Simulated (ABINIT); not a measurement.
# ZnSe (Stilleite) (F-43m) in ABINIT: notebook

One crystal, ZnSe (Stilleite), is run at these levels: PBEsol, PBE; tasks: single point.

Program: ABINIT 10.8.3 (patched build). These are calculated values, not measurements. Logs are shortened: lines on timing, memory, paths and dates and some standing lists are left out, and cuts for length are marked. The log counts tension as positive stress, the text compression.

**What was measured.**

“Alloy Disordering Effects on the Thermal Conductivity and Energy Gap Temperature Dependence of Cd1−xZnxSe Ternary Crystals Grown by the Bridgman Method”, 2023, pmc:10253836 reports, for a bulk crystal of ZnSe at 300 K: band gap 2.695 ± 0.003 eV (an exciton energy, a little under the gap).

How close the calculation comes is told below.

### Step 1. Starting point

Symmetry: F-43m, No. 216, cubic system. The conventional cell has a = 5.668 Å, b = 5.668 Å, c = 5.668 Å, α = 90.00°, β = 90.00°, γ = 90.00°. Se (site symmetry -43m) has 4 Zn at 2.45 Å as nearest neighbours. Around Zn (site symmetry -43m) lie 4 Se at 2.45 Å.

### Step 2. Single point, PBEsol

run.abi

```
pp_dirpath "./"
pseudos "Se.upf, Zn.upf"

acell 4.0075983931 4.0075983931 4.0075983931 Angstrom
rprim
     0.0000000000     0.7071067812     0.7071067812
     0.7071067812     0.0000000000     0.7071067812
     0.7071067812     0.7071067812     0.0000000000
ntypat 2
znucl 34 30
natom 2
typat 1 2
xred
     0.7500000000     0.7500000000     0.7500000000
     0.0000000000     0.0000000000     0.0000000000

ecut 39.0

kptopt 1
ngkpt 6 6 6
nshiftk 1
shiftk 0.0 0.0 0.0

ixc -116133

nband 22
occopt 3
tsmear 0.05 eV

nstep 100
tolvrs 1.0e-10

iomode 3
prtwf 0
prteig 0
prtebands 0
prtvol 2
prtden 1
prtvha 1
prtvclmb 1
prtpot 1
prtelf 1
```

Potentials or basis: PseudoDojo NC SR PBEsol v0.4.1 standard.

Started as:

```
$ abinit run.abi > log 2>&1
```

run.abo:

```text
.Version 10.8.3 of ABINIT
 Symmetries : space group F-4 3 m (#216); Bravais cF (face-center cubic)
================================================================================
 Values of the parameters that define the memory need of the present run
     intxc =       0    ionmov =       0      iscf =       7    lmnmax =       6
     lnmax =       6     mgfft =      45  mpssoang =       3    mqgrid =    3001
     natom =       2  nloc_mem =       1    nspden =       1   nspinor =       1
    nsppol =       1      nsym =      24    n1xccc =    2501    ntypat =       2
    occopt =       3   xclevel =       2
       mpw =        3593          nfft =       91125          nkpt =          16
================================================================================
================================================================================

--------------------------------------------------------------------------------
------------- Echo of variables that govern the present computation ------------
--------------------------------------------------------------------------------
 -outvars: echo values of preprocessed input variables --------
            acell      7.5732633856E+00  7.5732633856E+00  7.5732633856E+00 Bohr
              amu      7.89600000E+01  6.53900000E+01
             ecut      3.90000000E+01 Hartree
              ixc     -116133
         kptrlatt        6    0    0      0    6    0      0    0    6
          kptrlen      4.54395803E+01
            natom           2
            nband          22
            ngfft          45      45      45
             nkpt          16
            nstep         100
             nsym          24
           ntypat           2
           occopt           3
        prtebands           0
           prteig           0
           prtelf           1
           prtpot           1
         prtvclmb           1
           prtvha           1
           prtvol           2
            prtwf           0
            rprim      0.0000000000E+00  7.0710678120E-01  7.0710678120E-01
                       7.0710678120E-01  0.0000000000E+00  7.0710678120E-01
                       7.0710678120E-01  7.0710678120E-01  0.0000000000E+00
          spgroup         216
           tolvrs      1.00000000E-10
           tsmear      1.83746611E-03 Hartree
            typat      1  2
           xangst      4.2507000001E+00  4.2507000001E+00  4.2507000001E+00
                       0.0000000000E+00  0.0000000000E+00  0.0000000000E+00
            xcart      8.0326588436E+00  8.0326588436E+00  8.0326588436E+00
                       0.0000000000E+00  0.0000000000E+00  0.0000000000E+00
[... 214 lines left out ...]
 kpt#   1, nband= 22, wtk=  0.00463, kpt=  0.0000  0.0000  0.0000 (reduced coord)
  -4.46894   -2.79011   -2.79011   -2.79011   -1.60334   -1.60334   -1.60334   -1.60316
  -1.60316   -0.36635   -0.11888   -0.11888   -0.11888   -0.10526   -0.10526    0.12190
   0.12190    0.12190    0.16482    0.33319    0.33319    0.33319
      occupation numbers for kpt#   1
   2.00000    2.00000    2.00000    2.00000    2.00000    2.00000    2.00000    2.00000
   2.00000    2.00000    2.00000    2.00000    2.00000    2.00000    2.00000    1.99999
   1.99999    1.99999    0.00003    0.00000    0.00000    0.00000
 kpt#   2, nband= 22, wtk=  0.03704, kpt=  0.1667  0.0000  0.0000 (reduced coord)
  -4.46894   -2.79011   -2.79011   -2.79011   -1.60335   -1.60335   -1.60335   -1.60316
  -1.60316   -0.35989   -0.11835   -0.11790   -0.11790   -0.10533   -0.10533    0.05067
   0.11254    0.11254    0.21233    0.33459    0.34804    0.34804
      occupation numbers for kpt#   2
   2.00000    2.00000    2.00000    2.00000    2.00000    2.00000    2.00000    2.00000
   2.00000    2.00000    2.00000    2.00000    2.00000    2.00000    2.00000    2.00000
   2.00000    2.00000    0.00000    0.00000    0.00000    0.00000
 kpt#   3, nband= 22, wtk=  0.03704, kpt=  0.3333  0.0000  0.0000 (reduced coord)
[... 96 lines left out ...]
  -4.46894   -2.79012   -2.79011   -2.79011   -1.60334   -1.60334   -1.60333   -1.60316
  -1.60316   -0.32967   -0.11481   -0.11272   -0.10660   -0.10551   -0.09631   -0.05360
   0.01650    0.05214    0.29547    0.32210    0.38103    0.44802
      occupation numbers for kpt#  15
   2.00000    2.00000    2.00000    2.00000    2.00000    2.00000    2.00000    2.00000
   2.00000    2.00000    2.00000    2.00000    2.00000    2.00000    2.00000    2.00000
   2.00000    2.00000    0.00000    0.00000    0.00000    0.00000
 kpt#  16, nband= 22, wtk=  0.05556, kpt= -0.3333  0.5000  0.1667 (reduced coord)
  -4.46894   -2.79012   -2.79011   -2.79011   -1.60335   -1.60334   -1.60333   -1.60316
  -1.60316   -0.32705   -0.11544   -0.11091   -0.10825   -0.10474   -0.09529   -0.05208
   0.02443    0.02694    0.28173    0.29657    0.42240    0.43437
      occupation numbers for kpt#  16
   2.00000    2.00000    2.00000    2.00000    2.00000    2.00000    2.00000    2.00000
   2.00000    2.00000    2.00000    2.00000    2.00000    2.00000    2.00000    2.00000
   2.00000    2.00000    0.00000    0.00000    0.00000    0.00000
 Total charge density [el/Bohr^3]
)     Maximum=    4.3809E+00  at reduced coord.    0.0667    0.9556    0.9556
)Next maximum=    4.3809E+00  at reduced coord.    0.0222    0.9556    0.9556
)     Minimum=    1.9760E-03  at reduced coord.    0.2444    0.2444    0.2444
)Next minimum=    1.9760E-03  at reduced coord.    0.2667    0.2444    0.2444
   Integrated=    3.6000E+01

--- !EnergyTerms
iteration_state     : {dtset: 1, }
comment             : Components of total free energy in Hartree
kinetic             :  1.70667691233283E+02
hartree             :  1.24817246769595E+02
xc                  : -4.62268965300488E+01
Ewald energy        : -1.64371564725863E+02
psp_core            :  6.53475314506448E+00
local_psp           : -3.20969896871980E+02
non_local_psp       : -1.00526272456663E+02
internal            : -3.30074939436612E+02
'-kT*entropy'       : -6.48176591152400E-09
total_energy        : -3.30074939443094E+02
total_energy_eV     : -8.98179666730481E+03
band_energy         : -4.33049239661415E+01
...

 Cartesian components of stress tensor (hartree/bohr^3)
  sigma(1 1)=  5.48621736E-05  sigma(3 2)=  0.00000000E+00
  sigma(2 2)=  5.48621736E-05  sigma(3 1)=  0.00000000E+00
  sigma(3 3)=  5.48621736E-05  sigma(2 1)=  0.00000000E+00

-Cartesian components of stress tensor (GPa)         [Pressure= -1.6141E+00 GPa]
- sigma(1 1)=  1.61410088E+00  sigma(3 2)=  0.00000000E+00
- sigma(2 2)=  1.61410088E+00  sigma(3 1)=  0.00000000E+00
- sigma(3 3)=  1.61410088E+00  sigma(2 1)=  0.00000000E+00

== END DATASET(S) ==============================================================
================================================================================

 -outvars: echo values of variables after computation  --------
            acell      7.5732633856E+00  7.5732633856E+00  7.5732633856E+00 Bohr
           etotal     -3.3007493944E+02
            fcart      1.0056365927E-28  1.0056365927E-28 -3.0169097780E-28
                      -1.0056365927E-28 -1.0056365927E-28  3.0169097780E-28
            rprim      0.0000000000E+00  7.0710678120E-01  7.0710678120E-01
                       7.0710678120E-01  0.0000000000E+00  7.0710678120E-01
                       7.0710678120E-01  7.0710678120E-01  0.0000000000E+00
           strten      5.4862173648E-05  5.4862173648E-05  5.4862173648E-05
                       0.0000000000E+00  0.0000000000E+00  0.0000000000E+00
           xangst      4.2507000001E+00  4.2507000001E+00  4.2507000001E+00
                       0.0000000000E+00  0.0000000000E+00  0.0000000000E+00
             xred      7.5000000000E-01  7.5000000000E-01  7.5000000000E-01
                       0.0000000000E+00  0.0000000000E+00  0.0000000000E+00
 Calculation completed.
```

Wall time 38 s (1 thread of AMD EPYC 9R45 (Zen 5), shared host); peak memory 0.1 GiB.

Results:

```
Free energy                                           : -8981.7967 eV
Pressure                                              : -1.6 GPa
Band gap on the k mesh                                : 1.17 eV, direct
Valence electrons inside the program's atomic spheres : Se 13.25; Zn 18.12
```

Levels at points of the mesh, in eV from the valence-band top:
| k point | band 14 | band 15 | band 16 | band 17 | band 18 | band 19 | band 20 | band 21 | band 22 |
| --- | --- | --- | --- | --- | --- | --- | --- | --- | --- |
| (0.00, 0.00, 0.00) | -6.18 | -6.18 | 0.00 | 0.00 | 0.00 | 1.17 | 5.75 | 5.75 | 5.75 |
| (0.50, 0.00, 0.00) | -6.16 | -6.02 | -5.27 | -0.87 | -0.87 | 2.45 | 6.32 | 6.32 | 8.40 |
| (0.50, 0.50, 0.00) | -6.13 | -6.00 | -4.78 | -2.20 | -2.20 | 2.85 | 3.38 | 10.59 | 11.18 |

### Step 3. Single point, PBE

run.abi

```
pp_dirpath "./"
pseudos "34_Se_16_1.9_2.1_pbe_n_v1.0.psp8, 30_Zn_20_1.9_2.3_pbe_n_v1.0.psp8"

acell 7.5732633804 7.5732633804 7.5732633804
rprim
     0.0000000000     0.7071067812     0.7071067812
     0.7071067812     0.0000000000     0.7071067812
     0.7071067812     0.7071067812     0.0000000000
ntypat 2
znucl 34 30
natom 2
typat 1 2
xcart
     8.0326588379     8.0326588379     8.0326588379
     0.0000000000     0.0000000000     0.0000000000

ecut 31.0

kptopt 1
ngkpt 6 6 6
nshiftk 1
shiftk 0.0 0.0 0.0

ixc 11

nband 22
occopt 3
tsmear 0.00183747

nstep 100
tolvrs 1.0e-10

iomode 3
prtwf 0
prteig 0
prtebands 0
prtvol 2
prtden 1
prtvha 1
prtvclmb 1
prtpot 1
prtelf 1
```

Potentials or basis: SPMS NC PBE v1.0.

Started as:

```
$ abinit run.abi > log 2>&1
```

run.abo:

```text
.Version 10.8.3 of ABINIT
 Symmetries : space group F-4 3 m (#216); Bravais cF (face-center cubic)
================================================================================
 Values of the parameters that define the memory need of the present run
     intxc =       0    ionmov =       0      iscf =       7    lmnmax =       6
     lnmax =       6     mgfft =      40  mpssoang =       3    mqgrid =    3001
     natom =       2  nloc_mem =       1    nspden =       1   nspinor =       1
    nsppol =       1      nsym =      24    n1xccc =    2501    ntypat =       2
    occopt =       3   xclevel =       2
       mpw =        2569          nfft =       64000          nkpt =          16
================================================================================
================================================================================

--------------------------------------------------------------------------------
------------- Echo of variables that govern the present computation ------------
--------------------------------------------------------------------------------
 -outvars: echo values of preprocessed input variables --------
            acell      7.5732633804E+00  7.5732633804E+00  7.5732633804E+00 Bohr
              amu      7.89600000E+01  6.53900000E+01
             ecut      3.10000000E+01 Hartree
              ixc          11
         kptrlatt        6    0    0      0    6    0      0    0    6
          kptrlen      4.54395803E+01
            natom           2
            nband          22
            ngfft          40      40      40
             nkpt          16
            nstep         100
             nsym          24
[... 379 lines left out ...]
hartree             :  1.09672113804522E+02
xc                  : -4.18259019399234E+01
Ewald energy        : -1.64371564838446E+02
psp_core            :  9.73103894865313E+00
local_psp           : -2.48481406123700E+02
non_local_psp       : -1.21131155166214E+02
internal            : -3.12107961541631E+02
'-kT*entropy'       : -2.32595930008617E-09
total_energy        : -3.12107961543957E+02
total_energy_eV     : -8.49289029201841E+03
band_energy         : -4.55153735322960E+01
...

 Cartesian components of stress tensor (hartree/bohr^3)
  sigma(1 1)= -7.67678171E-05  sigma(3 2)=  0.00000000E+00
  sigma(2 2)= -7.67678171E-05  sigma(3 1)=  0.00000000E+00
  sigma(3 3)= -7.67678171E-05  sigma(2 1)=  0.00000000E+00

-Cartesian components of stress tensor (GPa)         [Pressure=  2.2586E+00 GPa]
- sigma(1 1)= -2.25858716E+00  sigma(3 2)=  0.00000000E+00
- sigma(2 2)= -2.25858716E+00  sigma(3 1)=  0.00000000E+00
- sigma(3 3)= -2.25858716E+00  sigma(2 1)=  0.00000000E+00

== END DATASET(S) ==============================================================
================================================================================

 -outvars: echo values of variables after computation  --------
            acell      7.5732633804E+00  7.5732633804E+00  7.5732633804E+00 Bohr
           etotal     -3.1210796154E+02
            fcart      5.1488593579E-26  5.1488593579E-26 -1.5446578074E-25
                      -5.1488593579E-26 -5.1488593579E-26  1.5446578074E-25
            rprim      0.0000000000E+00  7.0710678120E-01  7.0710678120E-01
                       7.0710678120E-01  0.0000000000E+00  7.0710678120E-01
                       7.0710678120E-01  7.0710678120E-01  0.0000000000E+00
           strten     -7.6767817058E-05 -7.6767817058E-05 -7.6767817059E-05
                       0.0000000000E+00  0.0000000000E+00  0.0000000000E+00
           xangst      4.2506999971E+00  4.2506999971E+00  4.2506999971E+00
                      -1.2790924538E-10 -1.2790924538E-10 -1.2790924538E-10
             xred      7.4999999998E-01  7.4999999998E-01  7.4999999998E-01
                      -2.2568502622E-11 -2.2568502622E-11 -2.2568502622E-11
 Calculation completed.
```

Run time: 23 s. Hardware: 1 thread of Intel Xeon 6975P-C (Granite Rapids), shared host; peak memory 0.08 GiB.

Results:

```
Free energy                                           : -8492.8903 eV
Pressure                                              : 2.3 GPa
Band gap on the k mesh                                : 1.28 eV, direct
Valence electrons inside the program's atomic spheres : Se 13.27; Zn 18.11
```

### Step 4. Comparison with measurements

Step 2. Measured gap of ZnSe: 2.695 eV (an exciton energy, a little under the gap; 300 K; “Alloy Disordering Effects on the Thermal Conductivity and Energy Gap Temperature Dependence of Cd1−xZnxSe Ternary Crystals Grown by the Bridgman Method”, 2023, pmc:10253836). This calculation gives 1.17 eV (-1.53 eV). So large a miss can be the level of theory's own, or it may mean another phase, state or a wrong row. Spin-orbit coupling on Se is left out. The value is that of PBEsol, without temperature or zero-point motion. Semilocal functionals fall short of measured gaps as a rule.

Step 3. Measured gap of ZnSe: 2.695 eV (an exciton energy, a little under the gap; 300 K; “Alloy Disordering Effects on the Thermal Conductivity and Energy Gap Temperature Dependence of Cd1−xZnxSe Ternary Crystals Grown by the Bridgman Method”, 2023, pmc:10253836). This calculation gives 1.28 eV (-1.42 eV). So large a miss can be the level of theory's own, or it may mean another phase, state or a wrong row. Spin-orbit coupling on Se is left out. The value is that of PBE, without temperature or zero-point motion. Semilocal functionals fall short of measured gaps as a rule.
